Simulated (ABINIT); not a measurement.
Sn:

```
CELL_PARAMETERS angstrom
-1.89465 1.89465 1.89465
1.89465 -1.89465 1.89465
1.89465 1.89465 -1.89465
ATOMIC_POSITIONS crystal
Sn 0.00000 0.00000 0.00000
```

This isn't the form of Sn at room conditions, which is tetragonal (white tin).

Base run:

```yaml
Program: ABINIT 10.8.3 (patched build)
Functional: LDA
Potentials_or_basis: JTH PAW PBE v2.0
Cutoff: 707 eV
k_mesh: 10 × 10 × 10
Occupations: fermi-dirac, width 0.05 eV
Spin: no spin polarisation
```

Its results: band gap on the k mesh none (metal or under the smearing width); pressure -3.9 GPa.

After a change of settings the same cell gave: band gap on the k mesh none (metal or under the smearing width); pressure -1.1 GPa. Which change was it?
A. functional from LDA to r2SCAN
B. functional from LDA to PBEsol
C. functional from LDA to AM05
D. functional from LDA to BLYP

A.

Caveats: the PAW data sets were made with another functional, which shifts forces and pressure a little; spin-orbit coupling is left out, which moves the levels of the heavy elements.
